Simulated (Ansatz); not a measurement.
# TaN: equation of state

The task here is to estimate one member of a computed series from the others.

Program: Ansatz 0.2.0. Level of theory: DFT PBE, scalar-relativistic. These are calculated values, not measurements.

## Starting point

The structure is hexagonal, space group P6/mmm (No. 191). The conventional cell has a = 5.185 Å, b = 5.185 Å, c = 2.908 Å, α = 90.00°, β = 90.00°, γ = 120.00°. Around Ta (site symmetry 6/mmm) lie 6 N at 2.59 Å and 2 Ta at 2.91 Å. Ta (site symmetry -6m2) is surrounded by 6 N at 2.09 Å. Around N (site symmetry mmm) lie 6 Ta at 2.09 to 2.59 Å.

As a file:

```cif
data_structure
_symmetry_space_group_name_H-M 'P6/mmm'
_symmetry_Int_Tables_number 191
_cell_length_a 5.1850
_cell_length_b 5.1850
_cell_length_c 2.9080
_cell_angle_alpha 90.000
_cell_angle_beta 90.000
_cell_angle_gamma 120.000
_cell_volume 67.71
loop_
_atom_site_label
_atom_site_type_symbol
_atom_site_symmetry_multiplicity
_atom_site_Wyckoff_symbol
_atom_site_fract_x
_atom_site_fract_y
_atom_site_fract_z
_atom_site_occupancy
Ta1 Ta 1 a 0.00000 0.00000 0.00000 1
Ta2 Ta 2 d 0.33333 0.66667 0.50000 1
N1 N 3 f 0.50000 0.00000 0.00000 1
```

The file gives the conventional cell by its symmetry; the runs use the cell typed in the input.

Atoms are numbered in the order of the input: Ta1, Ta2, Ta3, N4, N5, N6.

The first run:

File input.yaml:

```yaml
crystal:
  lattice:
    - [5.0791532447, 0.0, 0.0]
    - [-2.5395766223, 4.3986757396, 0.0]
    - [0.0, 0.0, 2.8486364041]
  atoms:
    - { symbol: Ta, position: [0.0, 0.0, 0.0] }
    - { symbol: Ta, position: [0.3333333333, 0.6666666667, 0.5] }
    - { symbol: Ta, position: [0.6666666667, 0.3333333333, 0.5] }
    - { symbol: "N", position: [0.5, 0.0, 0.0] }
    - { symbol: "N", position: [0.5, 0.5, 0.0] }
    - { symbol: "N", position: [0.0, 0.5, 0.0] }
kpoints:
  mp_grid: { grid: [5, 5, 8] }
  band_path:
    path:
      - [0.0, 0.0, 0.0]
      - [0.5, 0.0, 0.0]
      - [0.3333333333, 0.3333333333, 0.0]
      - [0.0, 0.0, 0.0]
      - [0.0, 0.0, 0.5]
      - [0.5, 0.0, 0.5]
      - [0.3333333333, 0.3333333333, 0.5]
      - [0.0, 0.0, 0.5]
      - [0.5, 0.0, 0.5]
    npoints: 5
scf:
  occupations: { method: fermi_dirac, width: 0.03 }
hamiltonian:
  xc: pbe
  pseudopotentials: { kind: all_electron, lapw: { basis_error: 0.0005 } }
output:
  forces: true
  stress: true
  eigenvalues: true
```

Run with:

```
ansatz run input.yaml --threads 2 --pin off --max-ram 6144MiB --backend cpu --events-out ev --progress --plain --runs-dir out
```

Steps of the session up to this table: Volume × 0.94, LAPW; Volume × 0.94, PAW; Volume × 0.94, crystal datasets; Volume × 0.98, LAPW; Volume × 0.98, PAW; Volume × 0.98, crystal datasets; Volume × 1.01, LAPW; Volume × 1.01, PAW; Volume × 1.01, crystal datasets; Volume × 1.04, LAPW; Volume × 1.04, PAW; Volume × 1.04, crystal datasets.

One table of the session follows, with a row left open; its other results are not shown here.

```
          method  volume (Å³/atom)  pressure (GPa)
            LAPW            10.607           34.35
            LAPW            11.059           17.58
            LAPW            11.397            7.07
            LAPW            11.736           -1.94
             PAW            10.607               ?
             PAW            11.059           17.60
             PAW            11.397            7.00
             PAW            11.736           -2.08
crystal datasets            10.607           34.35
crystal datasets            11.059           17.58
crystal datasets            11.397            7.07
crystal datasets            11.736           -1.94
```

**Question.** Estimate the row for PAW, 10.607.

The run gave: pressure (GPa): 34.52. In the column «pressure (GPa)» it is the highest.

To keep in mind: Shape and positions are held, so a fully relaxed modulus can be lower. Spin-orbit coupling is left out, though the cell holds Ta; in elements this heavy it can shift bands and gaps by tenths of an eV. Warnings in the runs' records: gradients without spin orbit, crystal datasets made.
